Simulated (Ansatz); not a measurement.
PbSe in the rocksalt structure

The computed numbers are results of r²SCAN, scalar-relativistic (no spin polarisation) in the plane-wave PAW code Ansatz at 500 eV, 10×10×10 k-mesh, Gaussian smearing of 0.05 eV; PAW files: Ansatz's generated set soft_2.

```xyz
2
Lattice="0.0000 3.0890 3.0890 3.0890 0.0000 3.0890 3.0890 3.0890 0.0000" Properties=species:S:1:pos:R:3 pbc="T T T"
Pb    3.0890    3.0890    3.0890
Se    0.0000    0.0000    0.0000
```

The start was a prototype's sites filled with these elements; the Crystallography Open Database holds the compound in this structure.

Cell and atoms are those of this level's equilibrium.

Elastic constants come from the stress of slightly strained cells with relaxed atoms, in GPa, Voigt order xx, yy, zz, yz, xz, xy in the Cartesian frame of the vectors above.

```
127.8  13.3  13.3   0.0   0.0   0.0
 13.3 127.8  13.3   0.0   0.0   0.0
 13.3  13.3 127.8   0.0   0.0   0.0
  0.0   0.0   0.0  18.3   0.0   0.0
  0.0   0.0   0.0   0.0  18.3   0.0
  0.0   0.0   0.0   0.0   0.0  18.3
```

Task: Work out the Voigt, Reuss and Hill moduli.

Result: Voigt: K = (C11 + C22 + C33 + 2(C12 + C13 + C23))/9 = 51 GPa, G = (C11 + C22 + C33 − C12 − C13 − C23 + 3(C44 + C55 + C66))/15 = 34 GPa. Reuss, from the compliances S = C⁻¹: K = 51 GPa, G = 25 GPa. Hill means: K = 51 GPa, G = 30 GPa.

Task: And Young's modulus, Poisson's ratio, Pugh's ratio and the anisotropy?

Result: E = 9KG/(3K + G) = 74 GPa, ν = (3K − 2G)/(6K + 2G) = 0.26, K/G = 1.74 (under the 1.75 that Pugh's rule, made for metals, takes as the line between brittle and ductile), universal anisotropy index 5G_V/G_R + K_V/K_R − 6 = 1.7. The eigenvalues of C are 18.3, 18.3, 18.3, 114, 115, 154 GPa, all positive.

Task: What sound velocities and Debye temperature follow for a polycrystal?

Result: With a density of 8.061 g/cm³ (mean mass 143.1 u, 29.47 Å³/atom), K = 51.5 and G = 29.50 GPa from the unrounded constants, v_l = √((K + 4G/3)/ρ) = 3360 m/s and v_t = √(G/ρ) = 1910 m/s. The mean [(1/v_l³ + 2/v_t³)/3]^(−1/3) is 2130 m/s, and θ_D = (ħ/k_B)(6π²/V)^(1/3) v_m ≈ 200 K, with V the volume an atom. This is the low-temperature, elastic estimate.

For a cubic crystal three numbers say it all: C11 = 127.8, C12 = 13.3, C44 = 18.3 GPa. K = (C11 + 2C12)/3 = 51.5 GPa. The two shear moduli are C44 and C′ = (C11 − C12)/2 = 57.3 GPa, so Zener's ratio C44/C′ is 0.32: the crystal is stiffest along ⟨100⟩ and softest along ⟨111⟩. The Cauchy pressure C12 − C44 is -5.0 GPa; pair forces would make it zero if every atom sat on a centre of inversion, as here.

The equation of state, an independent route, gives B0 = 51 GPa, against 51 GPa here.

It ran for 22 s on 4 threads of Arm Neoverse V2, on a shared host, peak memory 0.67 GiB.

For elements this heavy, spin–orbit coupling would shift levels and gaps; it isn't included here.
